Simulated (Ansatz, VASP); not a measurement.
**SnS: VASP beside Ansatz**

```
Sn S
1.0
     4.02328    0.00000    0.00000
     0.00000    4.45420    0.00000
     0.00000    0.00000   29.38603
Sn S
6 6
Direct
  0.75000 0.87635 0.25648
  0.25000 0.37492 0.35476
  0.75000 0.62417 0.45006
  0.25000 0.12412 0.54993
  0.75000 0.87490 0.64524
  0.25000 0.37637 0.74352
  0.25000 0.47777 0.26658
  0.75000 0.97724 0.34419
  0.25000 0.01703 0.46120
  0.75000 0.51701 0.53880
  0.25000 0.47722 0.65581
  0.75000 0.97778 0.73342
```

Alike in both runs: functional PBE; k mesh 7 × 6 × 1; occupations gaussian, width 0.05 eV; no spin polarisation.

Ansatz relaxed the structure, and its values are those at the end. VASP's run is a single point on that final structure, the one shown.

```csv
,VASP,Ansatz
version,VASP 6.6.1,Ansatz 0.2.0
potentials or method,"VASP PAW PBE potentials, release 64 (Sn_d, S)","scalar-relativistic, plane waves, PAW"
plane-wave cutoff (eV),520,420
valence electrons in the cell,120,120
```

```csv
,VASP,Ansatz,Ansatz less VASP
gap on the k mesh at the Fermi level (eV),1.31,1.31,+0.001
least direct gap on the mesh (eV),1.61,1.62,+0.010
rms of the force components (eV/Å),0.005,0.004,-0.0003
```

Caveats: spin-orbit coupling is left out, which moves the levels of the heavy elements.
